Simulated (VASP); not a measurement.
**CaO: relaxation of cell and atoms with LDA**

The system is CaO.

```
Ca O
1.0
     3.99198    0.00000    0.00000
    -1.99599    3.45715    0.00000
     0.00000    0.00000    4.78484
Ca O
2 2
Direct
  0.33333 0.66667 0.75000
  0.66667 0.33333 0.25000
  0.33333 0.66667 0.25000
  0.66667 0.33333 0.75000
```

The cell comes from a database or a generator and needn't be the stable form of this composition.

| Property | Result |
| --- | --- |
| Program | VASP 6.6.1 |
| Task | relaxation of cell and atoms |
| Functional | LDA |
| Potentials or basis | VASP PAW LDA potentials, release 64 (Ca_sv, O) |
| Cutoff | 600 eV |
| k mesh | 9 × 9 × 6 |
| Occupations | gaussian, width 0.02 eV |
| Spin | no spin polarisation |
| Dipole correction | no |
| Further INCAR settings | ALGO = Normal; EDIFF = 1e-06; IBRION = 2; EDIFFG = -0.002; NSW = 100; ISIF = 3 |

The relaxed volume is 15.59 Å³/atom. The relaxed cell is a = 3.917 Å, b = 3.917 Å, c = 4.693 Å, α = 90.00°, β = 90.00°, γ = 120.00° and the space group after relaxing (to 0.05 Å) is P6_3/mmc (No. 194). The energy gained by relaxing is 15.7 meV/atom. The ionic steps are 8. The pressure after relaxing is 0.0 GPa. The band gap on the k mesh is 3.19 eV, direct.

The path:
| step | energy change (eV) | largest force (eV/Å) | pressure (GPa) | volume (Å³) |
| --- | --- | --- | --- | --- |
| 1 | 0.0000 | 0.0000 | -5.19 | 66.03 |
| 2 | -0.0531 | 0.0000 | 2.34 | 61.06 |
| 3 | -0.0627 | 0.0000 | 0.01 | 62.38 |
| 4 | -0.0627 | 0.0000 | -0.11 | 62.45 |
| 5 | -0.0628 | 0.0000 | -0.11 | 62.44 |
| 6 | -0.0628 | 0.0000 | -0.10 | 62.43 |
| 7 | -0.0628 | 0.0000 | 0.03 | 62.34 |
| 8 | -0.0629 | 0.0000 | 0.01 | 62.36 |

Final structure:
```
Ca O
1.0
     3.91702    0.00000    0.00000
    -1.95851    3.39224    0.00000
     0.00000    0.00000    4.69334
Ca O
2 2
Direct
  0.33333 0.66667 0.75000
  0.66667 0.33333 0.25000
  0.33333 0.66667 0.25000
  0.66667 0.33333 0.75000
```

Levels at points of the mesh, in eV from the valence-band top:
| k point | band 14 | band 15 | band 16 | band 17 | band 18 | band 19 |
| --- | --- | --- | --- | --- | --- | --- |
| (0.00, 0.00, 0.00) | -1.29 | -1.06 | 0.00 | 3.19 | 6.13 | 6.13 |
| (0.00, 0.00, 0.50) | -1.43 | -1.43 | -1.43 | 5.02 | 5.02 | 7.96 |

It took 2.8 min on 1 thread of AMD EPYC 9R45 96-Core Processor (Zen 5), on a shared host, peak memory 0.19 GiB.

Caveat: an odd mesh through Γ misses points on the zone boundary, where band edges often lie. Expect the measured gap to be larger: semilocal functionals such as LDA lack the derivative discontinuity.
